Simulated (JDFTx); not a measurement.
ZnSe (Stilleite) under changes of volume

One of the cells (22.301 Å³/atom); the others are scaled copies at fixed shape and fractional positions:

```
CELL_PARAMETERS angstrom
0.00000 2.81478 2.81478
2.81478 0.00000 2.81478
2.81478 2.81478 0.00000
ATOMIC_POSITIONS crystal
Se 0.75000 0.75000 0.75000
Zn 0.00000 0.00000 0.00000
```

```yaml
Program: JDFTx 1.7.0 (patched build)
Functional: r2SCAN
Potentials_or_basis: SG15-PBE-1.2
Cutoff: 1088 eV
Density_cutoff: 8708 eV
k_mesh: 6 × 6 × 6
Occupations: fermi-dirac, width 0.05 eV
Spin: no spin polarisation
```

```tsv
volume (Å³/atom)	energy over the lowest point (meV/atom)	pressure (GPa)	gap on the mesh (eV)
21.391	25.10	5.4	2.05
21.846	12.21	3.6	1.96
22.301	4.00	2.0	1.87
22.757	0.00	0.6	1.79
24.122	?	?	?
```

Question: What does the run at 24.122 Å³/atom give?

Answer: Energy over the lowest point 9.26 meV/atom; pressure -2.8 GPa; gap on the mesh 1.55 eV.

Worked out: A Birch-Murnaghan fit of order 2 (a polynomial in V^(-2/3)) to the other rows has its minimum at 23.00 Å³/atom, just outside them, with B0 = V·E''(V) = 64 GPa. It gives 9.59 meV/atom at 24.122 Å³/atom, against the run's 9.26, and -dE/dV = -2.8 GPa, against -2.8. A straight line through the other rows of the gap, of slope -4.22 eV per unit of ln V (its deformation potential), extrapolates to 1.54 eV, against the run's 1.55.

Energies are extrapolated to zero smearing.

Caveats: the potentials were made for another functional, which shifts forces and pressure.

Spin-orbit coupling on Se is left out.
